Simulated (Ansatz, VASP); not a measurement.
## Two plane-wave programs on Zn2Si3N

File INCAR:

```
SYSTEM = Zn2Si3N
  PREC = Accurate
  ENCUT = 520
  EDIFF = 1E-6
  ISMEAR = 0
  SIGMA = 0.1
  LREAL = .FALSE.
  LASPH = .TRUE.
  NELM = 80
  ALGO = Normal
  ISIF = 2
  LWAVE = .FALSE.
  LCHARG = .TRUE.
  GGA = PE
  LELF = .TRUE.
  LVHAR = .TRUE.
  NBANDS = 30
```

Contents of KPOINTS:

```
regular mesh
0
G
  6 6 6
  0 0 0
```

The input POSCAR:

```
Zn2Si3N
1.0
    2.5263178600      1.4585702900      3.9865856300
   -2.5263178600      1.4585702900      3.9865856300
    0.0000000000     -2.9171405900      3.9865856300
Zn Si N
2 3 1
Direct
    0.6263859900      0.6263859900      0.6263859900
    0.3736140100      0.3736140100      0.3736140100
    0.0000000000      0.5000000000      0.0000000000
    0.5000000000      0.0000000000      0.0000000000
    0.0000000000      0.0000000000      0.5000000000
    0.0000000000      0.0000000000      0.0000000000
```

Input for Ansatz:

```yaml
crystal:
  lattice:
    - [2.52631786, 1.45857029, 3.98658563]
    - [-2.52631786, 1.45857029, 3.98658563]
    - [0.0, -2.91714059, 3.98658563]
  atoms:
    - { symbol: Zn, position: [0.62638599, 0.62638599, 0.62638599] }
    - { symbol: Zn, position: [0.37361401, 0.37361401, 0.37361401] }
    - { symbol: Si, position: [0.0, 0.5, 0.0] }
    - { symbol: Si, position: [0.5, 0.0, 0.0] }
    - { symbol: Si, position: [0.0, 0.0, 0.5] }
    - { symbol: "N", position: [0.0, 0.0, 0.0] }
basis:
  ecutwfc: 420
kpoints:
  mp_grid: { grid: [6, 6, 6] }
hamiltonian:
  xc: pbe
scf:
  occupations: { method: gaussian, width: 0.1 }
  lower_state_search: "off"
output:
  forces: true
  stress: true
  eigenvalues: true
```

Change from the starting cell: species swapped into the Tb2Al3Co type (R-3m, No. 166).

Alike in both runs: task single point; functional PBE; k mesh 6 × 6 × 6; occupations gaussian, width 0.1 eV; no spin polarisation.

```csv
,VASP,Ansatz
version,VASP 6.6.1,Ansatz 0.2.0
potentials or method,"VASP PAW PBE potentials, release 64 (Zn, Si, N)","scalar-relativistic, plane waves, PAW"
plane-wave cutoff (eV),520,420
valence electrons in the cell,41,41
```

```csv
,VASP,Ansatz,Ansatz less VASP
gap on the k mesh at the Fermi level (eV),none,none,-
pressure (GPa),-4.4,-4.5,-0.05
largest component of the traceless stress (GPa),6.42,6.46,+0.037
rms of the force components (eV/Å),0.021,0.021,-0.0002
```

Atom by atom the forces differ by 0.000 eV/Å (rms over components). A gap of «none» marks a metal or a gap that the smearing closes.
